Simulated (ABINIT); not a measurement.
Set up this calculation in ABINIT 10.8.3 (patched build), as the native input.

```yaml
Task: single point
Functional: PBEsol
Potentials_or_basis: JTH PAW PBE v2.0
Cutoff: 408 eV
k_mesh: 6 × 6 × 4
Occupations: fermi-dirac, width 0.05 eV
Spin: no spin polarisation
Fine-grid_cutoff: 816.342 eV
Exchange_and_correlation_inside_the_PAW_spheres: full angular mesh (pawxcdev 0, this build's default; the released program takes 1)
```

SnSe2:

```
CELL_PARAMETERS angstrom
3.81100 0.00000 0.00000
-1.90550 3.30042 0.00000
0.00000 0.00000 6.13600
ATOMIC_POSITIONS crystal
Sn 0.00000 0.00000 0.00000
Se 0.66667 0.33333 0.75100
Se 0.33333 0.66667 0.24900
```

These files were run (other wordings do the same):

run.abi

```
pp_dirpath "./"
pseudos "Sn.GGA_PBE-JTH.xml, Se.GGA_PBE-JTH.xml"

acell 3.811 3.811 6.136 Angstrom
rprim
     1.0000000000     0.0000000000     0.0000000000
    -0.5000000000     0.8660254038     0.0000000000
     0.0000000000     0.0000000000     1.0000000000
ntypat 2
znucl 50 34
natom 3
typat 1 2 2
xred
     0.0000000000     0.0000000000     0.0000000000
     0.6666666667     0.3333333333     0.7510000000
     0.3333333333     0.6666666667     0.2490000000

ecut 15.0
pawecutdg 30.0

kptopt 1
ngkpt 6 6 4
nshiftk 1
shiftk 0.0 0.0 0.0

ixc -116133

nband 17
occopt 3
tsmear 0.05 eV

nstep 100
tolvrs 1.0e-9

iomode 3
prtwf 0
prtden 0
prteig 0
prtebands 0
enunit 1
prtvol 2
```

Potentials or basis: JTH PAW PBE v2.0.

Run with:

```bash
$ abinit run.abi > log 2>&1
```

Results of the run:

```yaml
Largest_force: 0.602 eV/Å
Band_gap_on_the_k_mesh: 0.74 eV, indirect (least direct gap 1.01 eV)
Valence_electrons_inside_the_program's_atomic_spheres: Sn 11.93; Se 3.93
```

Caveat: the PAW data sets were made with another functional, which shifts forces and pressure a little; spin-orbit coupling is left out, which moves the levels of the heavy elements.

Run time: 25 s on 1 thread of Arm Neoverse V2 (shared host), peak memory 0.11 GiB.
